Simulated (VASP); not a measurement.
# C in VASP: further runs, part 2 of 3

VASP 6.6.1. The steps go on from the part before.

### 3 Band structure, LDA

INCAR reads:

```
ALGO     = Normal         # electronic algorithm
DIPOL    = 0.5 0.5 0.500
EDIFF    = 1E-7           # SCF threshold, eV
ENCUT    = 520            # plane-wave cutoff, eV
IDIPOL   = 3            
ISIF     = 2              # what is computed and relaxed
ISMEAR   = 0              # smearing method
KPAR     = 2            
LASPH    = True           # aspherical terms in the spheres
LCHARG   = False          # write CHGCAR
LDIPOL   = True         
LREAL    = False          # projectors in reciprocal space
LVACPOTAV= True         
LVHAR    = True         
LWAVE    = False          # write WAVECAR
NBANDS   = 16             # bands
NELM     = 80             # most SCF steps
PREC     = Accurate       # precision mode
SIGMA    = 0.03           # smearing width, eV
```

KPOINTS reads:

```
k-points
0
Gamma
  15 15 1
```

POSCAR reads:

```
C                                       
1.0
    2.4657358425     -0.0000000000      0.0000000000
   -1.2328679213      2.1353898790      0.0000000000
    0.0000000000      0.0000000000     21.9015365000
  C             
     4
Direct
     0.0000000000000000    0.0000000000000000    0.4224813276581285
     0.6666666699999979    0.3333333400000029    0.4224562669869809
     0.0000000000000000    0.0000000000000000    0.5775186723418715
     0.3333333300000021    0.6666666599999971    0.5775437330130191
```

KPOINTS_OPT reads:

```
explicit points
67
Reciprocal
 0.0000000000  0.0000000000  0.0000000000 1
 0.0357142900  0.0000000000  0.0000000000 1
 0.0714285700  0.0000000000  0.0000000000 1
 0.1071428600  0.0000000000  0.0000000000 1
 0.1428571400  0.0000000000  0.0000000000 1
 0.1785714300  0.0000000000  0.0000000000 1
 0.2142857100  0.0000000000  0.0000000000 1
 0.2500000000  0.0000000000  0.0000000000 1
 0.2857142900  0.0000000000  0.0000000000 1
 0.3214285700  0.0000000000  0.0000000000 1
 0.3571428600  0.0000000000  0.0000000000 1
 0.3928571400  0.0000000000  0.0000000000 1
 0.4285714300  0.0000000000  0.0000000000 1
 0.4642857100  0.0000000000  0.0000000000 1
 0.5000000000  0.0000000000  0.0000000000 1
 0.4791666700  0.0416666700  0.0000000000 1
 0.4583333300  0.0833333300  0.0000000000 1
 0.4375000000  0.1250000000  0.0000000000 1
 0.4166666700  0.1666666700  0.0000000000 1
 0.3958333300  0.2083333300  0.0000000000 1
 0.3750000000  0.2500000000  0.0000000000 1
 0.3541666700  0.2916666700  0.0000000000 1
 0.3333333300  0.3333333300  0.0000000000 1
 0.3137254900  0.3137254900  0.0000000000 1
 0.2941176500  0.2941176500  0.0000000000 1
 0.2745098000  0.2745098000  0.0000000000 1
 0.2549019600  0.2549019600  0.0000000000 1
 0.2352941200  0.2352941200  0.0000000000 1
 0.2156862700  0.2156862700  0.0000000000 1
 0.1960784300  0.1960784300  0.0000000000 1
 0.1764705900  0.1764705900  0.0000000000 1
 0.1568627500  0.1568627500  0.0000000000 1
 0.1372549000  0.1372549000  0.0000000000 1
 0.1176470600  0.1176470600  0.0000000000 1
 0.0980392200  0.0980392200  0.0000000000 1
 0.0784313700  0.0784313700  0.0000000000 1
 0.0588235300  0.0588235300  0.0000000000 1
 0.0392156900  0.0392156900  0.0000000000 1
 0.0196078400  0.0196078400  0.0000000000 1
 0.0000000000  0.0000000000  0.0000000000 1
 0.0000000000  0.0000000000  0.0000000000 1
 0.0047121800 -0.0023560900  0.0000000000 1
-0.0047121800  0.0023560900  0.0000000000 1
 0.0137438600 -0.0068719300  0.0000000000 1
-0.0137438600  0.0068719300  0.0000000000 1
 0.0000000000  0.0040808700  0.0000000000 1
-0.0000000000 -0.0040808700  0.0000000000 1
 0.0000000000  0.0119025300  0.0000000000 1
-0.0000000000 -0.0119025300  0.0000000000 1
 0.5000000000  0.0000000000  0.0000000000 1
 0.5047121800 -0.0023560900  0.0000000000 1
 0.4952878200  0.0023560900  0.0000000000 1
 0.5137438600 -0.0068719300  0.0000000000 1
 0.4862561400  0.0068719300  0.0000000000 1
 0.5000000000  0.0040808700  0.0000000000 1
 0.5000000000 -0.0040808700  0.0000000000 1
 0.5000000000  0.0119025300  0.0000000000 1
 0.5000000000 -0.0119025300  0.0000000000 1
 0.3333333300  0.3333333300  0.0000000000 1
 0.3380455100  0.3309772400  0.0000000000 1
 0.3286211500  0.3356894200  0.0000000000 1
 0.3470771900  0.3264614000  0.0000000000 1
 0.3195894700  0.3402052600  0.0000000000 1
 0.3333333300  0.3374142000  0.0000000000 1
 0.3333333300  0.3292524600  0.0000000000 1
 0.3333333300  0.3452358600  0.0000000000 1
 0.3333333300  0.3214308000  0.0000000000 1
```

Potentials or basis: VASP PAW LDA potentials, release 64 (C).

Started as:

```console
> cat potpaw_LDA.64/C/POTCAR > POTCAR
> mpirun -np 2 vasp_std > vasp.out
```

OUTCAR:

```text
EDIFF = 1E-7
   ENCUT = 520
   ISIF = 2
   ISMEAR = 0
   LASPH = True
   LREAL = False
   NELM = 80
   PREC = Accurate

 ion  position               nearest neighbor table
   1  0.000  0.000  0.422-   2 1.42   2 1.42   2 1.42
   2  0.667  0.333  0.422-   1 1.42   1 1.42   1 1.42
   3  0.000  0.000  0.578-   4 1.42   4 1.42   4 1.42
   4  0.333  0.667  0.578-   3 1.42   3 1.42   3 1.42

  LATTYP: Found a hexagonal cell.
 ALAT       =     2.4657358425
 C/A-ratio  =     8.8823531388

  Lattice vectors:

 A1 = (   2.4657358425,   0.0000000000,   0.0000000000)
[... 656 lines left out ...]
  -------------------------------------------------------------------------------------
  Total       -2.0634592     -2.0634592     -0.0978369      0.0000000      0.0000000      0.0000000
  in kB      -28.6687105    -28.6687105     -1.3592989      0.0000000      0.0000000      0.0000000
  external PRESSURE =     -19.5655733 kB  Pullay stress =       0.0000000 kB

 VOLUME and BASIS-vectors are now :
 -----------------------------------------------------------------------------
  energy-cutoff  :      520.00
  volume of cell :      115.32
      direct lattice vectors                 reciprocal lattice vectors
     2.465735842  0.000000000  0.000000000     0.405558447  0.234149279  0.000000000
    -1.232867921  2.135389879  0.000000000     0.000000000  0.468298557  0.000000000
     0.000000000  0.000000000 21.901536500     0.000000000  0.000000000  0.045658897

 POSITION                                       TOTAL-FORCE (eV/Angst)
 -----------------------------------------------------------------------------------
      0.00000      0.00000      9.25299         0.000000     -0.000000      0.011475
      1.23287      0.71180      9.25244        -0.000000      0.000000      0.009380
      0.00000      0.00000     12.64855        -0.000000     -0.000000     -0.011475
     -0.00000      1.42359     12.64910         0.000000      0.000000     -0.009380
 -----------------------------------------------------------------------------------
    total drift:                               -0.000000      0.000000     -0.000000

  FREE ENERGIE OF THE ION-ELECTRON SYSTEM (eV)
  ---------------------------------------------------
  free  energy   TOTEN  =       -40.3822749511 eV

  energy  without entropy=      -40.3819740500  energy(sigma->0) =      -40.38212450

 vacuum level on the upper side and lower side of the slab         2.806         2.806
```

It took 66 s on 2 MPI ranks of Intel Xeon Platinum 8488C (Sapphire Rapids), shared host; peak memory 0.19 GiB.

What came out:

```yaml
Free_energy: -40.3823 eV
Largest_force: 0.011 eV/Å
Band_gap_along_the_path: none (metal or under the smearing width)
Work_function_of_the_upper_face: 4.58 eV
Work_function_of_the_lower_face: 4.58 eV
```

Forces on the atoms (eV/Å):
```
C    0.000  0.000  0.011
C    0.000  0.000  0.009
C    0.000  0.000 -0.011
C    0.000  0.000 -0.009
```

Levels at points of the mesh, in eV from the Fermi level:
```csv
k point,band 4,band 5,band 6,band 7,band 8,band 9,band 10,band 11,band 12,band 13
"(0.00, 0.00, 0.00)",-7.14,-3.02,-3.02,-3.01,-3.01,3.50,4.04,4.74,5.64,5.90
```

### 4 Phonons, LDA

This run uses another cell than the first one, of 28.37 Å³/atom, 0.984 times its volume.

POSCAR reads:

```
C
1.0
    2.4461895597      0.0000000000      0.0000000000
   -1.2230947799      2.1184623015      0.0000000000
    0.0000000000      0.0000000000     21.9015365000
  C
     4
Direct
     0.0000000000000000    0.0000000000000000    0.4244550817794632
     0.6666666699999979    0.3333333400000029    0.4244161988772248
     0.0000000000000000    0.0000000000000000    0.5755449182205368
     0.3333333300000021    0.6666666599999971    0.5755838011227752
```

INCAR.step1 reads:

```
ALGO = Fast
EDIFF = 1E-8
EDIFFG = -0.002
ENCUT = 600
IBRION = 2
ISIF = 2
ISMEAR = 0
KPAR = 4
LASPH = T
LATTICE_CONSTRAINTS = .TRUE. .TRUE. .FALSE.
LCHARG = F
LREAL = F
LWAVE = F
NELM = 80
NSW = 40
PREC = Accurate
SIGMA = 0.1
```

INCAR.step2 reads:

```
ALGO = Fast
EDIFF = 1E-8
ENCUT = 600
IBRION = 6
ISIF = 2
ISMEAR = 0
KPAR = 4
LASPH = T
LATTICE_CONSTRAINTS = .TRUE. .TRUE. .FALSE.
LCHARG = F
LREAL = F
LWAVE = F
NELM = 80
NFREE = 2
NSW = 1
POTIM = 0.015
PREC = Accurate
SIGMA = 0.1
```

KPOINTS reads:

```
k-points
0
Gamma
  48 48 1
```

Potentials or basis: VASP PAW LDA potentials, release 64 (C).

Started as:

```console
> cat potpaw_LDA.64/C/POTCAR > POTCAR
> cp INCAR.step1 INCAR
> mpirun -np 4 vasp_std > vasp.out
> cp CONTCAR POSCAR
> cp INCAR.step2 INCAR
> mpirun -np 4 vasp_std > vasp.out
```

OUTCAR:

```text
EDIFF = 1E-8
   ENCUT = 600
   IBRION = 6
   ISIF = 2
   ISMEAR = 0
   LASPH = T
   LREAL = F
   NELM = 80
   NFREE = 2
   NSW = 1
   POTIM = 0.015
   PREC = Accurate

 ion  position               nearest neighbor table
   1  0.000  0.000  0.424-   2 1.41   2 1.41   2 1.41
   2  0.667  0.333  0.424-   1 1.41   1 1.41   1 1.41
   3  0.000  0.000  0.576-   4 1.41   4 1.41   4 1.41
   4  0.333  0.667  0.576-   3 1.41   3 1.41   3 1.41

  LATTYP: Found a hexagonal cell.
 ALAT       =     2.4461895597
 C/A-ratio  =     8.9533276001

  Lattice vectors:

 A1 = (   2.4461895597,   0.0000000000,   0.0000000000)
 A2 = (  -1.2230947799,   2.1184623015,   0.0000000000)
 A3 = (   0.0000000000,   0.0000000000,  21.9015365000)

Analysis of symmetry for initial positions (statically):
=====================================================================
 Subroutine PRICEL returns:
 Original cell was already a primitive cell.

 Routine SETGRP: Setting up the symmetry group for a
 hexagonal supercell.

 Subroutine GETGRP returns: Found 12 space group operations
 (whereof 12 operations were pure point group operations)
 out of a pool of 24 trial point group operations.

The static configuration has the point symmetry D_3d.

Analysis of symmetry for dynamics (positions and initial velocities):
=====================================================================
 Subroutine PRICEL returns:
 Original cell was already a primitive cell.

 Routine SETGRP: Setting up the symmetry group for a
 hexagonal supercell.

 Subroutine GETGRP returns: Found 12 space group operations
[... 483 lines left out ...]
      1     -21.2441      2.00000
      2     -21.0725      2.00000
      3      -9.9996      2.00000
      4      -8.9357      2.00000
      5      -4.6967      2.00000
      6      -4.6967      2.00000
      7      -4.6849      2.00000
      8      -4.6849      2.00000
      9       1.7729      0.00000
     10       2.2999      0.00000
     11       3.0012      0.00000
     12       3.8790      0.00000
[... 331 lines left out ...]
 k-point    24 :       0.4792    0.0000    0.0000
  band No.  band energies     occupation
      1     -16.0302      2.00000
      2     -15.9303      2.00000
      3     -14.7942      2.00000
      4     -14.7084      2.00000
      5      -8.1416      2.00000
      6      -8.1109      2.00000
      7      -4.3978      2.00000
      8      -3.9453      2.00000
      9      -0.1341      0.00000
     10       0.2766      0.00000
     11       5.9098      0.00000
     12       6.1342      0.00000

 [... further k-points ...]
[... 5 lines left out ...]
  --------------------------------------------------------------------------------------
  -------------------------------------------------------------------------------------
  Total       -0.0154916     -0.0154916     -0.0911729      0.0000000     -0.0000000      0.0000000
  in kB       -0.2186868     -0.2186868     -1.2870366      0.0000000     -0.0000000      0.0000000
  external PRESSURE =      -0.5748034 kB  Pullay stress =       0.0000000 kB
[... 19 lines left out ...]
  FREE ENERGIE OF THE ION-ELECTRON SYSTEM (eV)
  ---------------------------------------------------
  free  energy   TOTEN  =       -40.4125452478 eV

  energy  without entropy=      -40.4124345869  energy(sigma->0) =      -40.41248992

 INTERNAL STRAIN TENSORS FROM DISPLACED ATOMS
 ============================================

 INTERNAL STRAIN TENSOR FOR ION    1 for displacements in x,y,z  (eV/Angst):
          X           Y           Z          XY          YZ          ZX
  --------------------------------------------------------------------------------
  x    -0.00000     0.00000    -0.00000    13.19113    -0.00000     0.06751
  y    13.19113   -13.19113     0.00000     0.00000     0.06751    -0.00000
  z    -0.00543    -0.00543     0.39130     0.00000     0.00000    -0.00000

 INTERNAL STRAIN TENSOR FOR ION    4 for displacements in x,y,z  (eV/Angst):
          X           Y           Z          XY          YZ          ZX
  --------------------------------------------------------------------------------
  x    -0.00000     0.00000    -0.00000    13.24213     0.00000    -0.08101
  y    13.24213   -13.24213     0.00000     0.00000    -0.08101     0.00000
  z     0.07857     0.07857    -0.60687    -0.00000     0.00000    -0.00000

 Eigenvectors and eigenvalues of the dynamical matrix
 ----------------------------------------------------

   1 f  =   48.032284 THz   301.795741 2PiTHz 1602.184534 cm-1   198.645476 meV
             X         Y         Z           dx          dy          dz
      0.000000  0.000000  9.293770    -0.037838    0.498588   -0.000000
      1.223095  0.706154  9.293274     0.037834   -0.498545    0.000000
      0.000000  0.000000 12.607767    -0.037838    0.498588    0.000000
     -0.000000  1.412308 12.608263     0.037834   -0.498545   -0.000000
[... 71 lines left out ...]
  12 f/i=    0.002050 THz     0.012883 2PiTHz    0.068391 cm-1     0.008479 meV
             X         Y         Z           dx          dy          dz
      0.000000  0.000000  9.293770     0.165564    0.471770   -0.000000
      1.223095  0.706154  9.293274     0.165578    0.471811   -0.000000
      0.000000  0.000000 12.607767     0.165564    0.471770   -0.000000
     -0.000000  1.412308 12.608263     0.165578    0.471811   -0.000000

 ELASTIC MODULI CONTR FROM IONIC RELAXATION (kBar)
 Direction    XX          YY          ZZ          XY          YZ          ZX
 --------------------------------------------------------------------------------
 XX         -88.7684     88.0992      3.9617      0.0000      2.3976     -0.0000
 YY          88.0992    -88.7684      3.9617      0.0000     -2.3976      0.0000
 ZZ           3.9617      3.9617    -47.0738     -0.0000     -0.0000      0.0000
 XY           0.0000      0.0000     -0.0000    -88.4338      0.0000      2.3976
 YZ           2.3976     -2.3976     -0.0000      0.0000     -6.2145      0.0000
 ZX          -0.0000      0.0000      0.0000      2.3976      0.0000     -6.2145
 --------------------------------------------------------------------------------
```

OUTCAR.step1:

```text
EDIFF = 1E-8
   EDIFFG = -0.002
   ENCUT = 600
   IBRION = 2
   ISIF = 2
   ISMEAR = 0
   LASPH = T
   LREAL = F
   NELM = 80
   NSW = 40
[... 813 lines left out ...]
  -------------------------------------------------------------------------------------
  Total       -0.0161512     -0.0161512     -0.0779268      0.0000000      0.0000000      0.0000000
  in kB       -0.2279981     -0.2279981     -1.1000494      0.0000000      0.0000000      0.0000000
  external PRESSURE =      -0.5186818 kB  Pullay stress =       0.0000000 kB
[... 19 lines left out ...]
  FREE ENERGIE OF THE ION-ELECTRON SYSTEM (eV)
  ---------------------------------------------------
  free  energy   TOTEN  =       -40.4145026023 eV

  energy  without entropy=      -40.4143919752  energy(sigma->0) =      -40.41444729

 reached required accuracy - stopping structural energy minimisation
```

OSZICAR.step1:

```text
N       E                     dE             d eps       ncg     rms          rms(c)
DAV:   1     0.131418666702E+03    0.13142E+03   -0.71025E+03  5216   0.117E+03
DAV:   2    -0.279159372280E+02   -0.15933E+03   -0.14367E+03  8672   0.234E+02
DAV:   3    -0.429986842070E+02   -0.15083E+02   -0.14891E+02  6476   0.864E+01
[... 63 lines left out ...]
RMM:   4    -0.404145023211E+02   -0.46324E-06   -0.49914E-06  5524   0.225E-02    0.231E-03
RMM:   5    -0.404145025438E+02   -0.22270E-06   -0.11290E-06  5351   0.965E-03    0.644E-04
RMM:   6    -0.404145025673E+02   -0.23518E-07   -0.26045E-07  5281   0.436E-03    0.472E-04
RMM:   7    -0.404145025926E+02   -0.25235E-07   -0.59405E-08  4224   0.196E-03    0.106E-04
RMM:   8    -0.404145026023E+02   -0.97782E-08   -0.71276E-09  3507   0.796E-04
   7 F= -.40414503E+02 E0= -.40414447E+02  d E =-.147339E-04
```

It took 36 min on 4 MPI ranks of Intel Xeon Platinum 8488C (Sapphire Rapids), shared host; peak memory 2.4 GiB.

Results:

```
Highest phonon frequency at Γ : 1602 cm⁻¹
```

Phonon frequencies in cm⁻¹ (negative: imaginary):
| q point | frequencies |
| --- | --- |
| (0.000, 0.000, 0.000) | 0 0 0 34 34 82 889 892 1597 1597 1602 1602 |

(Part 2 of 3 ends here.)
